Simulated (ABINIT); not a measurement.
La2O3:

```xyz
5
Lattice="3.9308 0.0000 0.0000 -1.9654 3.4042 0.0000 0.0000 0.0000 6.1120" Properties=species:S:1:pos:R:3 pbc="T T T"
La    0.0000    2.2694    1.5050
La    1.9654    1.1347    4.6070
O     0.0000    0.0000    0.0000
O     0.0000    2.2694    3.9477
O     1.9654    1.1347    2.1643
```

The cell is a database's computed one.

Base run:

| Item | Value |
| --- | --- |
| Program | ABINIT 10.8.3 (patched build) |
| Functional | PBEsol |
| Potentials or basis | JTH PAW PBE v2.0 |
| Cutoff | 626 eV |
| k mesh | 8 × 8 × 5 |
| Occupations | fermi-dirac, width 0.05 eV |
| Spin | no spin polarisation |

Its results: band gap on the k mesh 3.82 eV, indirect (least direct gap 3.97 eV); pressure -2.1 GPa; largest force 0.016 eV/Å.

Problem. The run is repeated on the same cell with these changes: functional from PBEsol to LDA; potentials or basis from JTH PAW PBE v2.0 to JTH PAW LDA v2.0. What comes out?

Solution. Band gap on the k mesh 3.78 eV, indirect (least direct gap 3.92 eV); pressure -5.5 GPa; largest force 0.092 eV/Å.

Caveats: spin-orbit coupling is left out, which moves the levels of the heavy elements; the PAW data sets were made with another functional, which shifts forces and pressure a little (some runs).

A k mesh can miss the band edges.

Not every run made on this cell is shown here.
